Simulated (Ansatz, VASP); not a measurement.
Ti in VASP and in Ansatz

Contents of INCAR:

```
SYSTEM = Ti
PREC     = Accurate       ! precision mode
ENCUT    = 520            ! plane-wave cutoff, eV
EDIFF    = 1E-6           ! SCF threshold, eV
ISMEAR   = -1             ! smearing method
SIGMA    = 0.1            ! smearing width, eV
LREAL    = .False.        ! projectors in reciprocal space
LASPH    = .True.         ! aspherical terms in the spheres
NELM     = 80             ! most SCF steps
ALGO     = Normal         ! electronic algorithm
ISIF     = 2              ! what is computed and relaxed
LWAVE    = .False.        ! write WAVECAR
LCHARG   = .False.        ! write CHGCAR
GGA      = B5             ! functional
ALDAX    = 1.0          
AGGAX    = 1.0          
AGGAC    = 1.0          
ALDAC    = 0.0          
NBANDS   = 25             ! bands
```

File KPOINTS:

```
regular mesh
0
Gamma
  9 9 12
  0 0 0
```

The input POSCAR:

```
Ti
1.0
    4.7929379764      0.0000000000      0.0000000000
   -2.3964689882      4.1508060464      0.0000000000
    0.0000000000      0.0000000000      2.9663960402
Ti
3
Direct
    0.0000000000      0.0000000000      0.0000000000
    0.3333333333      0.6666666667      0.5000000000
    0.6666666667      0.3333333333      0.5000000000
```

Input for Ansatz:

```yaml
crystal:
  lattice:
    - [4.7929379764, 0.0, 0.0]
    - [-2.3964689882, 4.1508060464, 0.0]
    - [0.0, 0.0, 2.9663960402]
  atoms:
    - { symbol: Ti, position: [0.0, 0.0, 0.0] }
    - { symbol: Ti, position: [0.3333333333, 0.6666666667, 0.5] }
    - { symbol: Ti, position: [0.6666666667, 0.3333333333, 0.5] }
hamiltonian:
  xc: blyp
  pseudopotentials:
    kind: paw
    azcp:
      Ti: "pseudopotentials/Ti.paw.azcp"
basis:
  ecutwfc: 420
  fft_grid_basis: typed
kpoints:
  mp_grid: { grid: [9, 9, 12], shift: [0, 0, 0] }
magnetization:
  spin_polarized: false
scf:
  occupations: { method: fermi_dirac, width: 0.1 }
  lower_state_search: "off"
output:
  stress: true
```

Alike in both runs: task single point; functional BLYP; k mesh 9 × 9 × 12; occupations fermi-dirac, width 0.1 eV; no spin polarisation.

```csv
,VASP,Ansatz
version,VASP 6.6.1,Ansatz 0.2.0
potentials or method,"VASP PAW PBE potentials, release 64 (Ti_sv)","plane waves (420 eV) with PAW, scalar-relativistic"
plane-wave cutoff (eV),520,420
valence electrons in the cell,36,36
```

|  | VASP | Ansatz | Ansatz less VASP |
| --- | --- | --- | --- |
| pressure (GPa) | -9.5 | -9.5 | -0.06 |
| largest component of the traceless stress (GPa) | 0.18 | 0.18 | +0.005 |

The functional is the same, so the differences come from potentials, cutoffs and numerics.

Caveats: the PAW data sets were made with another functional, which shifts forces and pressure a little (VASP).
